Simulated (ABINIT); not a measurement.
Set up this calculation in ABINIT 10.8.3 (patched build), as the native input.

| Item | Value |
| --- | --- |
| Task | band structure |
| Functional | LDA-Teter |
| Potentials or basis | PseudoDojo NC SR LDA v0.4.1 standard |
| Cutoff | 1143 eV |
| k mesh | 13 × 13 × 13 |
| Occupations | fermi-dirac, width 0.05 eV |
| Spin | no spin polarisation |

Crystal: Cu.

```
Cu
1.0
     0.00000    1.80750    1.80750
     1.80750    0.00000    1.80750
     1.80750    1.80750    0.00000
Cu
1
Cartesian
  0.0000 0.0000 0.0000
```

One way to write it, as run:

run.abi

```
# Datasets: ground state, then fixed potential
ndtset 2

# Pseudopotentials
pp_dirpath "./"
pseudos "Cu.upf"

# Structure
acell 3*1.0 Angstrom
rprim
     0.0000000000     1.8075000000     1.8075000000
     1.8075000000     0.0000000000     1.8075000000
     1.8075000000     1.8075000000     0.0000000000
ntypat 1
znucl 29
natom 1
typat 1
xcart
     0.0000000000     0.0000000000     0.0000000000 Angstrom

# Plane-wave basis
ecut 1142.878222 eV

# Exchange and correlation
ixc 1

# Bands and occupations
occopt 3
tsmear 0.05 eV

# SCF cycle
nstep 100

# Output
iomode 3
prtwf 0
prteig 0
prtebands 0
enunit 1
prtden1 1

# Dataset 1
kptopt1 1
ngkpt1 13 13 13
nshiftk1 1
shiftk1 0.0 0.0 0.0
nband1 14
tolvrs1 1.0e-10

# Dataset 2: bands along G-X-W-K-G-L-U-W-L-K
iscf2 -2
getden2 1
nband2 18
nbdbuf2 2
tolwfr2 1.0e-12
kptopt2 -9
ndivsm2 5
prteig2 1
kptbounds2
     0.0000000000     0.0000000000     0.0000000000
     0.5000000000     0.0000000000     0.5000000000
     0.5000000000     0.2500000000     0.7500000000
     0.3750000000     0.3750000000     0.7500000000
     0.0000000000     0.0000000000     0.0000000000
     0.5000000000     0.5000000000     0.5000000000
     0.6250000000     0.2500000000     0.6250000000
     0.5000000000     0.2500000000     0.7500000000
     0.5000000000     0.5000000000     0.5000000000
     0.3750000000     0.3750000000     0.7500000000
```

Potentials or basis: PseudoDojo NC SR LDA v0.4.1 standard.

Launch:

```sh
$ abinit run.abi > log 2>&1
```

It gave:

```json
{
 "Band gap on the k mesh": "none (metal or under the smearing width)",
 "Valence electrons inside the program's atomic spheres": "Cu 17.36 (radii [1.0584] Å)"
}
```

Run time: 39 s on 1 thread of Intel(R) Xeon(R) 6975P-C (Granite Rapids) (shared host), peak memory 0.11 GiB.
